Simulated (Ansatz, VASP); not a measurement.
Si2C: VASP beside Ansatz

```xyz
6
Lattice="-2.8333 2.8333 2.3584 2.8333 -2.8333 2.3584 2.8333 2.8333 -2.3584" Properties=species:S:1:pos:R:3 pbc="T T T"
Si    0.9463    3.7796    0.0000
Si    1.8870    0.9463    0.0000
Si    1.8870   -0.9463    2.3584
Si    0.9463    1.8870    2.3584
C     0.0000    0.0000    1.1792
C     0.0000    0.0000    3.5377
```

Alike in both runs: task single point; functional PBE; k mesh 6 × 6 × 6; occupations gaussian, width 0.1 eV; no spin polarisation.

|  | VASP | Ansatz |
| --- | --- | --- |
| version | VASP 6.6.1 | Ansatz 0.2.0 |
| potentials or method | VASP PAW PBE potentials, release 64 (Si, C) | scalar-relativistic, plane waves, PAW |
| plane-wave cutoff (eV) | 520 | 420 |
| valence electrons in the cell | 24 | 24 |

```tsv
	VASP	Ansatz	Ansatz less VASP
gap on the k mesh at the Fermi level (eV)	none	none	-
pressure (GPa)	-8.2	-8.2	-0.05
largest component of the traceless stress (GPa)	0.56	0.55	-0.015
rms of the force components (eV/Å)	0.092	0.093	+0.0011
```

Atom by atom the forces differ by 0.001 eV/Å (rms over components). A gap of «none» marks a metal or a gap that the smearing closes.
